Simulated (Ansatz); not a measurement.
Method: DFT PBE, scalar-relativistic, plane waves, PAW in Ansatz. Settings: cutoff 420 eV, Γ-centred meshes spaced at most about 0.3 Å⁻¹, and about 0.25 Å⁻¹ or finer for metals (2π included), Gaussian smearing. No spin polarisation in the final relaxations.

Temperature and zero-point effects are left out.

Compare these two cells of Si₂Ge₃, each relaxed at this level.

A.

```yaml
crystal:
  lattice:
    - [2.79910, 0.00000, 0.00000]
    - [-1.39955, 2.42409, 0.00000]
    - [0.00000, 0.00000, 13.02443]
  atoms:
    - { symbol: Si, position: [0.00000, 0.00000, 0.90608] }
    - { symbol: Si, position: [0.00000, 0.00000, 0.09392] }
    - { symbol: Ge, position: [0.00000, 0.00000, 0.29099] }
    - { symbol: Ge, position: [0.00000, 0.00000, 0.50000] }
    - { symbol: Ge, position: [0.00000, 0.00000, 0.70901] }
```

B.

```yaml
crystal:
  lattice:
    - [3.67490, 0.00000, 0.00000]
    - [-1.83745, 3.18256, 0.00000]
    - [0.00000, 0.00000, 16.59023]
  atoms:
    - { symbol: Si, position: [0.33333, 0.66667, 0.63639] }
    - { symbol: Si, position: [0.66667, 0.33333, 0.35039] }
    - { symbol: Si, position: [0.66667, 0.33333, 0.56124] }
    - { symbol: Si, position: [0.66667, 0.33333, 0.95180] }
    - { symbol: Ge, position: [0.33333, 0.66667, 0.04066] }
    - { symbol: Ge, position: [0.33333, 0.66667, 0.26122] }
    - { symbol: Ge, position: [0.33333, 0.66667, 0.44290] }
    - { symbol: Ge, position: [0.33333, 0.66667, 0.86441] }
    - { symbol: Ge, position: [0.66667, 0.33333, 0.15818] }
    - { symbol: Ge, position: [0.66667, 0.33333, 0.73282] }
```

Question: Which form is favoured at zero pressure, and by what margin per atom?

Answer: A is lower, by 46 meV/atom. A has space group P6/mmm (No. 191), 17.7 Å³/atom and no gap on its mesh; B has space group P3m1 (No. 156), 19.4 Å³/atom and no gap. Counting Ge atoms around Si (those within 1.25 times the shortest such distance or 1.15 times the sum of covalent radii; a plus sign parts nearer from farther groups; the shortest distance is added where it is long for a bond; a slash parts the counts of unlike sites), A has Si 1 and B has Si 3+1/4 from 2.8 Å/6/6+1. The denser one is the lower, and pressure would at first widen the difference. Even the lower one lies +0.31 eV/atom against the reference forms of the elements (uncorrected), so neither is stable at this level. In A, around Si lie 1 Si at 2.45 Å, 1 Ge at 2.57 Å and 6 Si at 2.80 Å; around Ge on a site of symmetry 6mm lie 1 Si at 2.57 Å and 7 Ge at 2.72–2.80 Å; around Ge on a site of symmetry 6/mmm lie 8 Ge at 2.72–2.80 Å. In B, around Si on its first site lie 3 Si at 2.46 Å, 3 Ge at 2.66 Å and 1 Ge at 3.21 Å; Si on its second site is surrounded by 6 Ge at 2.59–2.62 Å and 1 Ge at 3.19 Å; Ge on its first site has 3 Si at 2.58 Å and 4 Ge at 2.88–2.92 Å; 7 more sites not described. Both come from invented guesses.

Cells relaxed within their symmetry can be saddle points.
